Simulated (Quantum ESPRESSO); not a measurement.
The system is NiO.

```
CELL_PARAMETERS angstrom
0.00000 2.08590 2.08590
2.08590 0.00000 2.08590
2.08590 2.08590 0.00000
ATOMIC_POSITIONS crystal
Ni 0.00000 0.00000 0.00000
O 0.50000 0.50000 0.50000
```

```yaml
Program: Quantum ESPRESSO 7.5
Task: phonon dispersion
Functional: PBEsol
Potentials_or_basis: GBRV 1.5 PBEsol
Cutoff: 612 eV
Density_cutoff: 4898 eV
k_mesh: 4 × 4 × 4, shifted
Occupations: fermi-dirac, width 0.05 eV
Spin: collinear spin, ferromagnetic start
Starting_moments: "[1.0, 0.0] μB"
Mixing_beta: 0.3
Most_SCF_iterations: 120
SCF_threshold: 4e-10 Ry
q_mesh: 2 × 2 × 2
```

The cell and the atoms were relaxed first, to 8.62 Å³/atom (a = 2.899 Å, b = 2.899 Å, c = 2.899 Å, α = 60.00°, β = 60.00°, γ = 60.00°), and the response was taken there.

Question: Is this structure dynamically stable at this level, and how far does the spectrum reach?

Answer: No: the interpolated spectrum has imaginary modes, down to 124i cm⁻¹ near L. The highest frequency is 420 cm⁻¹.

Phonon frequencies at the corners of the path (cm⁻¹, interpolated; i marks imaginary ones):
```csv
point,frequencies
Γ,0 0 0 354 354 354
X,157 157 229 391 391 420
W,183 183 206 319 369 369
K,154 199 200 311 372 375
L,124i 124i 186 186 257 357
U,154 199 200 311 372 375
```

Phonon states per cell in windows of 25 cm⁻¹ (negative: imaginary):
| from (cm⁻¹) | total | Ni | O |
| --- | --- | --- | --- |
| -125 | 0.00 | 0.00 | 0.00 |
| -100 | 0.00 | 0.00 | 0.00 |
| -75 | 0.01 | 0.00 | 0.01 |
| -50 | 0.02 | 0.01 | 0.02 |
| -25 | 0.06 | 0.02 | 0.03 |
| 0 | 0.16 | 0.09 | 0.07 |
| 25 | 0.17 | 0.09 | 0.08 |
| 50 | 0.21 | 0.10 | 0.10 |
| 75 | 0.21 | 0.11 | 0.10 |
| 100 | 0.25 | 0.14 | 0.11 |
| 125 | 0.38 | 0.24 | 0.14 |
| 150 | 0.45 | 0.33 | 0.12 |
| 175 | 0.45 | 0.39 | 0.06 |
| 200 | 0.72 | 0.62 | 0.10 |
| 225 | 0.26 | 0.17 | 0.09 |
| 250 | 0.33 | 0.18 | 0.14 |
| 275 | 0.38 | 0.16 | 0.23 |
| 300 | 0.44 | 0.14 | 0.30 |
| 325 | 0.41 | 0.10 | 0.31 |
| 350 | 0.85 | 0.10 | 0.75 |
| 375 | 0.23 | 0.03 | 0.20 |
| 400 | 0.01 | 0.00 | 0.01 |

A q mesh this small can miss soft modes between its points.

Caveat: the k mesh is coarse (spacing up to 0.65 Å⁻¹), so the values aren't converged; the mesh is thin for the phonons of a metal; some modes are imaginary; the q mesh is small, so phonon branches between its points and thermal values are rough; a cell with one magnetic atom can't hold antiferromagnetic order, which such compounds often take.
